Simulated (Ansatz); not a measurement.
(001) slab cut from the bulk of WS$_{2}$, R3m (No. 160); the slab's formula is WS4:

```
CELL_PARAMETERS angstrom
3.14761 0.00000 0.00000
-1.57380 2.72591 0.00000
0.00000 0.00000 24.60753
ATOMIC_POSITIONS crystal
S 0.66667 0.33333 0.30478
S 0.33333 0.66667 0.43633
W 0.66667 0.33333 0.50001
S 0.33333 0.66667 0.56367
S 0.00000 0.00000 0.69522
```

Theory: DFT PBEsol, scalar-relativistic, plane waves, PAW (Ansatz). Cutoff 420 eV; k points 9×9×1 on the computed 5-atom cell (Γ-centred); Gaussian smearing, width 0.05 eV; no spin polarisation. The cell repeats along c with a dipole correction in the vacuum.

Task: What forces act on the atoms?

Result:
```
atom Fx (eV/Å) Fy (eV/Å) Fz (eV/Å)
  S1      0.000      0.000      0.042
  S2      0.000      0.000      0.009
  W3      0.000      0.000     -0.004
  S4      0.000      0.000      0.022
  S5      0.000      0.000     -0.069
```

Spin–orbit coupling is left out, which can shift energies with elements as heavy as these.

The reference crystal is a form of WS2, which isn't its usual structure.

Cost: 1 run of about 0.087 core-minutes, on Arm Neoverse V2 (shared hosts).